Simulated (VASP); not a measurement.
# Li (P6_3/mmc) in VASP: further runs

Runs on Li. Level: PBE. Tasks: relaxation of cell and atoms.

Everything below comes from runs of VASP 6.6.1. Logs are shortened: lines on timing, memory, paths and dates and some standing lists are left out, and cuts for length are marked.

## (1) The crystal as given

Symmetry: P6_3/mmc, No. 194, hexagonal system. Conventional cell: a = 3.111 Å, b = 3.111 Å, c = 5.093 Å, α = 90.00°, β = 90.00°, γ = 120.00°. Li (site symmetry -6m2) has 12 Li at 3.11 to 3.12 Å as nearest neighbours.

This isn't the form of Li at room conditions, which is bcc.

## (2) Relaxation of cell and atoms, PBE

Input file INCAR:

```
SYSTEM = Li
PREC = Accurate
ENCUT = 520
EDIFF = 1E-6
ISMEAR = 0
SIGMA = 0.1
LREAL = .False.
LASPH = .True.
NELM = 120
ALGO = Normal
ISIF = 3
LWAVE = .False.
LCHARG = .False.
GGA = PE
IBRION = 2
NSW = 90
EDIFFG = -0.01
```

Input file KPOINTS:

```
regular mesh
0
Gamma
  16 16 9
  0 0 0
```

Input file POSCAR:

```
Li
1.0
    3.1110000000      0.0000000000      0.0000000000
   -1.5555000000      2.6942050300      0.0000000000
    0.0000000000      0.0000000000      5.0930000000
Li
2
Direct
    0.3333333300      0.6666666700      0.2500000000
    0.6666666700      0.3333333300      0.7500000000
```

Potentials or basis: VASP PAW PBE potentials, release 64 (Li_sv).

The run is started by

```console
$ cat potpaw_PBE.64/Li_sv/POTCAR > POTCAR
$ mpirun -np 1 vasp_std > vasp.out
```

OUTCAR:

```text
SYSTEM = Li
   PREC = Accurate
   ENCUT = 520
   EDIFF = 1E-6
   ISMEAR = 0
   LREAL = .False.
   LASPH = .True.
   NELM = 120
   ISIF = 3
   GGA = PE
   IBRION = 2
   NSW = 90
   EDIFFG = -0.01

 ion  position               nearest neighbor table
   1  0.333  0.667  0.250-
   2  0.667  0.333  0.750-

  LATTYP: Found a hexagonal cell.
 ALAT       =     3.1110000000
 C/A-ratio  =     1.6370941819

  Lattice vectors:

 A1 = (   3.1110000000,   0.0000000000,   0.0000000000)
 A2 = (  -1.5555000000,   2.6942050300,   0.0000000000)
 A3 = (   0.0000000000,   0.0000000000,   5.0930000000)

Analysis of symmetry for initial positions (statically):
=====================================================================
 Subroutine PRICEL returns:
 Original cell was already a primitive cell.

 Routine SETGRP: Setting up the symmetry group for a
 hexagonal supercell.

 Subroutine GETGRP returns: Found 24 space group operations
 (whereof 12 operations were pure point group operations)
 out of a pool of 24 trial point group operations.

The static configuration has the point symmetry D_3d.
 The point group associated with its full space group is D_6h.

Analysis of symmetry for dynamics (positions and initial velocities):
=====================================================================
 Subroutine PRICEL returns:
 Original cell was already a primitive cell.

 Routine SETGRP: Setting up the symmetry group for a
 hexagonal supercell.

 Subroutine GETGRP returns: Found 24 space group operations
 (whereof 12 operations were pure point group operations)
 out of a pool of 24 trial point group operations.

The dynamic configuration has the point symmetry D_3d.
 The point group associated with its full space group is D_6h.

 Subroutine INISYM returns: Found 24 space group operations
 (whereof 12 operations are pure point group operations),
 and found     1 'primitive' translations

----------------------------------------------------------------------------------------

                                     Primitive cell

  volume of cell :      42.6879

  direct lattice vectors                    reciprocal lattice vectors
     3.111000000  0.000000000  0.000000000     0.321440051  0.185583500  0.000000000
    -1.555500000  2.694205030  0.000000000     0.000000000  0.371167001  0.000000000
     0.000000000  0.000000000  5.093000000     0.000000000  0.000000000  0.196347929

  length of vectors
     3.111000000  3.110999999  5.093000000     0.371167000  0.371167001  0.196347929

  position of ions in fractional coordinates (direct lattice)
     0.333333330  0.666666670  0.250000000
     0.666666670  0.333333330  0.750000000

  ion indices of the primitive-cell ions
   primitive index   ion index
                 1           1
                 2           2

----------------------------------------------------------------------------------------

 KPOINTS: regular mesh

Automatic generation of k-mesh.
 Grid dimensions read from file:
 generate k-points for:   16   16    9

 Generating k-lattice:

  Cartesian coordinates                     Fractional coordinates (reciprocal lattice)
     0.020090003  0.011598969  0.000000000     0.062500000  0.000000000  0.000000000
     0.000000000  0.023197938  0.000000000     0.000000000  0.062500000  0.000000000
     0.000000000  0.000000000  0.021816437     0.000000000  0.000000000  0.111111111

  Length of vectors
     0.023197938  0.023197938  0.021816437

  Shift w.r.t. Gamma in fractional coordinates (k-lattice)
     0.000000000  0.000000000  0.000000000

 Subroutine IBZKPT returns following result:
 ===========================================

 Found    150 irreducible k-points:

 Following reciprocal coordinates:
            Coordinates               Weight
  0.000000  0.000000  0.000000      1.000000
  0.062500  0.000000  0.000000      6.000000
  0.125000  0.000000  0.000000      6.000000
  0.187500  0.000000  0.000000      6.000000
  0.250000  0.000000  0.000000      6.000000
  0.312500 -0.000000  0.000000      6.000000
[... 16 lines left out ...]
  0.187500  0.187500  0.000000      6.000000
  0.250000  0.187500  0.000000     12.000000
 [... further k-points ...]
   k-points           NKPTS =    150   k-points in BZ     NKDIM =    150   number of bands    NBANDS=      7
   number of dos      NEDOS =    301   number of ions     NIONS =      2
   total plane-waves  NPLWV =  23040
   dimension x,y,z NGX =    24 NGY =   24 NGZ =   40
   dimension x,y,z NGXF=    48 NGYF=   48 NGZF=   80
   ions per type =               2
   NGX,Y,Z   is equivalent  to a cutoff of  12.83, 12.83, 13.06 a.u.
   NGXF,Y,Z  is equivalent  to a cutoff of  25.65, 25.65, 26.11 a.u.
 SYSTEM =  Li
   PREC   = accura    normal or accurate (medium, high low for compatibility)
   ISTART =      0    job   : 0-new  1-cont  2-samecut
   ICHARG =      2    charge: 1-file 2-atom 10-const
   ISPIN  =      1    spin polarized calculation?
   LNONCOLLINEAR =      F non collinear calculations
   LSORBIT =      F    spin-orbit coupling
   LASPH  =      T    aspherical Exc in radial PAW
   ENCUT  =  520.0 eV  38.22 Ry    6.18 a.u.   5.78  5.78  9.47*2*pi/ulx,y,z
   NELM   =    120;   NELMIN=  2; NELMDL= -5     # of ELM steps
   EDIFF  = 0.1E-05   stopping-criterion for ELM
   LREAL  =      F    real-space projection
   EDIFFG = -.1E-01   stopping-criterion for IOM
   NSW    =     90    number of steps for IOM
   IBRION =      2    ionic relax: 0-MD 1-quasi-New 2-CG
   NFREE  =      1    steps in history (QN), initial steepest desc. (CG)
   ISIF   =      3    stress and relaxation
   ISYM   =      2    0-nonsym 1-usesym 2-fastsym
   POTIM  = 0.5000    time-step for ionic-motion
   TEBEG  =    0.0;   TEEND  =   0.0 temperature during run
   PSTRESS=    0.0 pullay stress
   NELECT =       6.0000    total number of electrons
   NUPDOWN=      -1.0000    fix difference up-down
   EMIN   =  10.00;   EMAX   =-10.00  energy-range for DOS
   EFERMI =   0.00;   METHOD = LEGACY
   ISMEAR =     0;   SIGMA  =   0.10  broadening in eV -4-tet -1-fermi 0-gaus
   EFERMI_NEDOS =   21; number of points for ismear=-14 and -15
   IALGO  =     38    algorithm
   IMIX   =      4    mixing-type and parameters
     AMIX     =   0.40;   BMIX     =  1.00
     AMIX_MAG =   1.60;   BMIX_MAG =  1.00
  volume/ion in A,a.u.               =      21.34       144.04
  Fermi-wavevector in a.u.,A,eV,Ry     =   0.851185  1.608506  9.857630  0.724515
  Thomas-Fermi vector in A             =   1.967278
   LORBIT       =      0    0 simple, 1 ext, 2 COOP (PROOUT), +10 PAW based schemes
   GGA     = PE    functional components
   LHFCALC =     F    Hartree Fock is set to
   AEXX    =    0.0000 exact exchange contribution
   IVDW    =     0    specifies the selected vdW correction
   LEPSILON=     F    determine dielectric tensor
   LRPA    =     F    only Hartree local field effects (RPA)
 conjugate gradient relaxation of ions
 non-spin polarized calculation
 Gauss-broadening in eV      SIGMA  =   0.10
  energy-cutoff  :      520.00
  volume of cell :       42.69
 maximum number of plane-waves:      1183
 NGX is ok and might be reduce to    24
   NGX = 11   NGY = 11   NGZ = 19

--------------------------------------- Ionic step        1  -------------------------------------------

 number of electron       5.9999991 magnetization

 Free energy of the ion-electron system (eV)
  ---------------------------------------------------
  ext. energy  EPLUGINS =         0.00000000
  ---------------------------------------------------
  free energy    TOTEN  =        -3.81260700 eV

  energy without entropy =       -3.80834960  energy(sigma->0) =       -3.81047830

------------------------ aborting loop because EDIFF is reached ----------------------------------------

  FORCE on cell =-STRESS in cart. coord.  units (eV):
  Direction    XX          YY          ZZ          XY          YZ          ZX
  --------------------------------------------------------------------------------------
  -------------------------------------------------------------------------------------
  Total       -0.1990134     -0.1990134     -0.2030702      0.0000000      0.0000000      0.0000000
  in kB       -7.4694475     -7.4694475     -7.6217110      0.0000000      0.0000000      0.0000000
  external PRESSURE =      -7.5202020 kB  Pullay stress =       0.0000000 kB
[... 57 lines left out ...]
  energy  without entropy=       -3.8109010752  energy(sigma->0) =       -3.81301875

--------------------------------------- Ionic step        3  -------------------------------------------

 number of electron       6.0000002 magnetization

 Free energy of the ion-electron system (eV)
  ---------------------------------------------------
  ext. energy  EPLUGINS =         0.00000000
  ---------------------------------------------------
  free energy    TOTEN  =        -3.81827362 eV

  energy without entropy =       -3.81409804  energy(sigma->0) =       -3.81618583

 E-fermi :   0.6340     XC(G=0):  -7.0579

 val. band max:        0.6260602355   @ k =   0.3125  -0.0000   0.3333
 cond. band min:       0.6370207849   @ k =   0.4375   0.0625   0.2222
 fundamental gap:      0.0109605495
 Fermi energy:         0.6340421348

 k-point     1 :       0.0000    0.0000    0.0000
  band No.  band energies     occupation
      1     -45.8777      2.00000
      2     -45.8596      2.00000
      3      -2.9275      2.00000
      4       0.6102      1.26435
      5       3.5647      0.00000
      6      13.1665      0.00000
      7      13.1666      0.00000
[... 221 lines left out ...]
 k-point    24 :       0.2500    0.1875    0.0000
  band No.  band energies     occupation
      1     -45.8620      2.00000
      2     -45.8537      2.00000
      3      -0.6115      2.00000
      4       3.6341      0.00000
      5       3.8361      0.00000
      6       5.5573      0.00000
      7       7.6221      0.00000

 [... further k-points ...]

------------------------ aborting loop because EDIFF is reached ----------------------------------------

  FORCE on cell =-STRESS in cart. coord.  units (eV):
  Direction    XX          YY          ZZ          XY          YZ          ZX
  --------------------------------------------------------------------------------------
  -------------------------------------------------------------------------------------
  Total       -0.0004328     -0.0004328      0.0039746      0.0000000      0.0000000      0.0000000
  in kB       -0.0171995     -0.0171995      0.1579559      0.0000000      0.0000000      0.0000000
  external PRESSURE =       0.0411856 kB  Pullay stress =       0.0000000 kB
[... 17 lines left out ...]
  FREE ENERGIE OF THE ION-ELECTRON SYSTEM (eV)
  ---------------------------------------------------
  free  energy   TOTEN  =        -3.8182736209 eV

  energy  without entropy=       -3.8140980408  energy(sigma->0) =       -3.81618583

 reached required accuracy - stopping structural energy minimisation
```

Wall time 31 s (1 thread of Intel Xeon Platinum 8488C (Sapphire Rapids), shared host); peak memory 0.17 GiB.

These settings aren't checked as converged: the numbers below hold their error.

Results:

* Free energy: -3.8183 eV
* Relaxed volume: 20.16 Å³/atom
* Relaxed cell: a = 3.053 Å, b = 3.053 Å, c = 4.996 Å, α = 90.00°, β = 90.00°, γ = 120.00°
* Space group after relaxing (to 0.05 Å): P6_3/mmc (No. 194)
* Energy gained by relaxing: 2.8 meV/atom
* Ionic steps: 3
* Band gap on the k mesh: none (metal or under the smearing width)

Caveat: the cutoff is under 1.25 times the usual one of these potentials, so pressure, stress and relaxed cells hold a basis-set (Pulay) error.

## (3) Relaxation of cell and atoms, PBE

This run uses another cell than the first one, of 20.16 Å³/atom, 0.944 times its volume.

INCAR, as its differences from that of step 2:

```diff
@@ -3,3 +3,3 @@
 ENCUT = 520
-EDIFF = 1E-6
+EDIFF = 1E-7
 ISMEAR = 0
@@ -15,3 +15,4 @@
 IBRION = 2
-NSW = 90
-EDIFFG = -0.01
+NSW = 60
+EDIFFG = -0.005
+POTIM = 0.3
```

KPOINTS is that of step 2.

Input file POSCAR:

```
Li                                      
1.0
    3.0526495752      0.0000000000      0.0000000000
   -1.5263247876      2.6436720799      0.0000000000
    0.0000000000      0.0000000000      4.9955275934
  Li            
     2
Direct
     0.3333333300000021    0.6666666699999979    0.2500000000000000
     0.6666666699999979    0.3333333300000021    0.7500000000000000
```

Potentials or basis: VASP PAW PBE potentials, release 64 (Li_sv).

The run is started by

```console
$ cat potpaw_PBE.64/Li_sv/POTCAR > POTCAR
$ mpirun -np 1 vasp_std > vasp.out
```

Wall time 15 s (1 thread of Intel Xeon Platinum 8488C (Sapphire Rapids), shared host); peak memory 0.16 GiB.

The run converged, but some of its settings lie outside the range that counts as converged, so its numbers aren't taken as properties of the crystal.

Results:

```yaml
Free_energy: -3.8170 eV
Band_gap_on_the_k_mesh: none (metal or under the smearing width)
```

Caveat: the cutoff is under 1.25 times the usual one of these potentials, so pressure, stress and relaxed cells hold a basis-set (Pulay) error; the relaxation stopped at its first step, so nothing moved.
